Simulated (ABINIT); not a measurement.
Input of an ABINIT 10.8.3 (patched build) run:

Contents of run.abi:

```
# Pseudopotentials
pp_dirpath "./"
pseudos "Al.upf, N.upf"

# Structure
acell 5.882717426 5.882717426 9.4127258268
rprim
     1.0000000000     0.0000000000     0.0000000000
    -0.5000000000     0.8660254038     0.0000000000
     0.0000000000     0.0000000000     1.0000000000
ntypat 2
znucl 13 7
natom 4
typat 1 1 2 2
xred
     0.6666666667     0.3333333333     0.5000000000
     0.3333333333     0.6666666667     0.0000000000
     0.6666666667     0.3333333333     0.8800000000
     0.3333333333     0.6666666667     0.3800000000

# Plane-wave basis
ecut 35.0

# k points
kptopt 1
ngkpt 6 6 4
nshiftk 1
shiftk 0.0 0.0 0.0

# Exchange and correlation
ixc 41

# Bands and occupations
nband 10
occopt 1

# SCF cycle
nstep 60
diemac 6.0
toldfe 1.0e-7

# Output
iomode 3
prtwf 0
prteig 0
prtebands 0
enunit 1
prtden 1
prtvha 1
prtvclmb 1
prtpot 1
prtelf 1
```

Potentials or basis: PseudoDojo NC SR PBE v0.4.1 standard.

Run with:

```bash
$ mpirun --bind-to none -np 8 abinit run.abi > log 2>&1
```

What does it give for the largest force?

0.130 eV/Å.

Predict the pressure.

-1.9 GPa.

What does it give for the band gap on the k mesh?

6.27 eV, direct.

Stress tensor (GPa, compression positive):
```
-2.49  0.00  0.00
 0.00 -2.49  0.00
 0.00  0.00 -0.87
```

Caveat: the potentials were made for another functional, which shifts forces and pressure.

**The experiment to reproduce.**

“Structural and optical properties of self-assembled AlN nanowires grown on SiO2/Si substrates by molecular beam epitaxy”, 2024, arxiv:2402.00216 quotes, for a bulk crystal of AlN at 0 K: band gap 6.0343 eV (an exciton energy, a little under the gap).

Measured gap of AlN: 6.0343 eV (an exciton energy, a little under the gap; 0 K; quoted in “Structural and optical properties of self-assembled AlN nanowires grown on SiO2/Si substrates by molecular beam epitaxy”, 2024, arxiv:2402.00216). This calculation gives 6.27 eV (+0.24 eV). 2 values of this kind are on record (6.034 to 6.0343 eV); this one was drawn at random. The value is that of PBE0, without temperature or zero-point motion.
